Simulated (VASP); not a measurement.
# MgO: convergence, energy difference of two geometries

MgO, Fm-3m (no. 225), 2 atoms in the cell. PBE, energy difference of two geometries; PAW potentials Mg, O (PBE set). VASP 6.6.1.

Wanted: energy difference within 0.5 meV/atom.

What the run is for: energy difference; Accuracy asked: standard; Second geometry: last atom moved by 0.08 A along z, cell strained by -1.0% along z.

The series start from Plane-wave cutoff (eV): 520; k-point mesh: 9 × 9 × 9; Precision mode (PREC): Accurate; Electronic threshold (eV): 1e-6; Aspherical gradient terms in the spheres (LASPH): yes; Electronic algorithm: ALGO=Normal. Each series keeps the choices made before it, and each single choice may use up half of a tolerance. Times cover all steps of a run.

## Plane-wave cutoff (eV)

| Plane-wave cutoff (eV) | Energy difference (meV/atom) | Time (s) |
|---|---|---|
| 320 | 13.97 | 6.6 |
| 400 | 15.76 | 7.9 |
| 460 | 15.72 | 8.4 |
| 520 | 15.67 | 8.7 |
| 600 | 15.66 | 8.8 |
| 700 | 15.57 | 16 |
| 840 (reference) | 15.56 | 17 |

Chosen: 400, the loosest value from which every tighter one stays within half of the tolerance.

## k-point mesh

| k-point mesh | Energy difference (meV/atom) | Time (s) |
|---|---|---|
| 3 × 3 × 3 | 19.05 | 3.4 |
| 4 × 4 × 4 | 16.90 | 3.9 |
| 5 × 5 × 5 | 14.87 | 4.2 |
| 6 × 6 × 6 | 15.29 | 5.1 |
| 7 × 7 × 7 | 16.07 | 5.6 |
| 9 × 9 × 9 | 15.76 | 7.9 |
| 11 × 11 × 11 | 15.62 | 11 |
| 14 × 14 × 14 | 15.45 | 19 |
| 18 × 18 × 18 (reference) | 15.53 | 34 |

Chosen: 9 × 9 × 9.

## Precision mode (PREC)

| Precision mode (PREC) | Energy difference (meV/atom) | Time (s) |
|---|---|---|
| Low | 14.65 | 5.0 |
| SingleN | 8.23 | 5.1 |
| Normal | 14.28 | 5.2 |
| Accurate (reference) | 15.76 | 7.9 |

Chosen: Accurate; the one before it in the list is off by more than half of the tolerance.

## Electronic threshold (eV)

| Electronic threshold (eV) | Energy difference (meV/atom) | Time (s) |
|---|---|---|
| 0.001 | 15.76 | 6.5 |
| 0.0001 | 15.76 | 6.7 |
| 1e-5 | 15.76 | 7.6 |
| 1e-6 | 15.76 | 7.9 |
| 1e-7 | 15.76 | 8.4 |
| 1e-8 (reference) | 15.76 | 10 |

Chosen: 0.001.

## Aspherical gradient terms in the spheres (LASPH)

| Aspherical gradient terms in the spheres (LASPH) | Energy difference (meV/atom) | Time (s) |
|---|---|---|
| no | 15.75 | 5.3 |
| yes (reference) | 15.76 | 6.5 |

Chosen: no.

## Electronic algorithm

| Electronic algorithm | Energy difference (meV/atom) | Time (s) |
|---|---|---|
| ALGO=Normal | 15.75 | 5.3 |
| ALGO=Fast | 15.75 | 6.5 |
| ALGO=VeryFast | 15.78 | 7.6 |
| ALGO=All ISEARCH=1 | 15.75 | 6.3 |
| ALGO=All ISEARCH=0 | 15.75 | 7.0 |
| ALGO=Damped TIME=0.4 | 15.75 | 8.0 |
| ALGO=Damped TIME=0.1 | 17.88 | 8.7 |

Chosen: ALGO=Normal; no other choice that stays within half of the tolerance saves 30 % of the time.

## All choices together

| Input | Energy difference (meV/atom) | Time (s) |
|---|---|---|
| the program's defaults (naive) | 13.77 | 2.2 |
| chosen settings | 15.75 | 5.3 |
| reference settings throughout | 15.56 | 120 |

The tolerance is met.

## The input

INCAR:
```
ALGO = Normal ; EDIFF = 0.001
EFERMI = MIDGAP ; ENCUT = 400
GGA = PE ; GGA_COMPAT = False
ISIF = 2 ; ISMEAR = 0
LASPH = False ; LCHARG = False
LREAL = False ; LWAVE = False
NELM = 120 ; PREC = Accurate
SIGMA = 0.03
```

KPOINTS:
```
Automatic mesh
0
Gamma
  9 9 9
  0 0 0
```

POSCAR.step1:
```
MgO
1.0
    0.0000000000      2.0970013927      2.0970013927
    2.0970013927      0.0000000000      2.0970013927
    2.0970013927      2.0970013927      0.0000000000
Mg O
1 1
Direct
    0.0000000000      0.0000000000      0.0000000000
    0.5000000000      0.5000000000      0.5000000000
```

POSCAR.step2:
```
MgO
1.0
    0.0000000000      2.0970013927      2.0760313788
    2.0970013927      0.0000000000      2.0760313788
    2.0970013927      2.0970013927      0.0000000000
Mg O
1 1
Direct
    0.0000000000      0.0000000000      0.0000000000
    0.5190748600      0.5190748600      0.4809251400
```

Commands (each step's output is kept before the next begins):
```
cat potpaw_PBE.64/Mg/POTCAR potpaw_PBE.64/O/POTCAR > POTCAR
cp POSCAR.step1 POSCAR
mpirun -np 1 vasp_std > vasp.out
cp POSCAR.step2 POSCAR
mpirun -np 1 vasp_std > vasp.out
```

The chosen input took VASP 6.6.1 5.3 s on 1 core (Intel Xeon Platinum 8488C (Sapphire Rapids)), a shared host.

## An input that fails: cutoff far too low

It runs to its end, but against the unchanged starting input it is off by 2.00 meV/atom in the energy difference.

Changes against the starting input:
```
(all steps)
- NELM = 120
- ENCUT = 520
+ NELM = 94
+ ENCUT = 140
```
